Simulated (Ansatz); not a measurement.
Computed with Ansatz on PBE0-D4/def2-TZVP structures; ΔE is electronic, products minus reactants. CCSD(T)/CBS adds triple-zeta CCSD(T) − MP2 to the extrapolated MP2 energy (def2 sets, frozen cores). This one scheme is used for every species, atoms too. Functionals use def2-TZVPP. No spin–orbit coupling; open shells (•) take unrestricted orbitals. Spin–orbit coupling would lower the free atoms: a little for C.

Reaction (atomization): `C1=C[C@H]2CC[C@@H]1C2` → 7 C• + 10 H•

`C1=C[C@H]2CC[C@@H]1C2`:

```xyz
17

C     1.164   -0.978    0.543
C     0.366   -1.528   -0.372
C    -0.406   -0.410   -1.031
C    -1.408    0.101    0.041
C    -0.481    0.740    1.102
C     0.936    0.514    0.506
C     0.641    0.710   -0.987
H     1.771   -1.494    1.276
H     0.189   -2.584   -0.536
H    -0.855   -0.636   -1.997
H    -2.082    0.844   -0.393
H    -2.020   -0.708    0.442
H    -0.682    1.808    1.211
H    -0.584    0.282    2.087
H     1.715    1.135    0.947
H     1.507    0.506   -1.619
H     0.229    1.697   -1.220
```

```
          level  ΔE (eV)  difference from CCSD(T)/CBS
         PBE-D4    78.94                         2.16
      r2SCAN-D4    77.13                         0.35
        ωB97X-V    77.00                         0.22
         r2SCAN    77.01                         0.23
        r2SCANh    76.70                        -0.08
        r2SCAN0    76.26                        -0.52
          BHLYP    74.33                        -2.45
        LC-ωPBE    77.22                         0.44
  CCSD/def2-SVP    73.41                        -3.37
CCSD/def2-TZVPP    74.00                        -2.78
    CCSD(T)/CBS    76.78                            0
```

Largest T1 diagnostic among the species: 0.010.

At CCSD(T), def2-SVP lies −2.52 eV from the extrapolated value and def2-TZVPP −1.62 eV: correlation converges slowly with the basis, and small sets miss more of it in the bonded molecule than in its fragments. From PBE to PBE0 (25 % exact exchange), in def2-TZVPP and without D4, ΔE moves by −0.93 eV: exact exchange takes away binding that semilocal exchange gives to molecules.

For atomizations the MP2-based limit and the directly extrapolated one differ by several kJ/mol either way, and by 10 to 25 for some Ge, Se and Sn compounds, so smaller differences from it don't rank the levels.
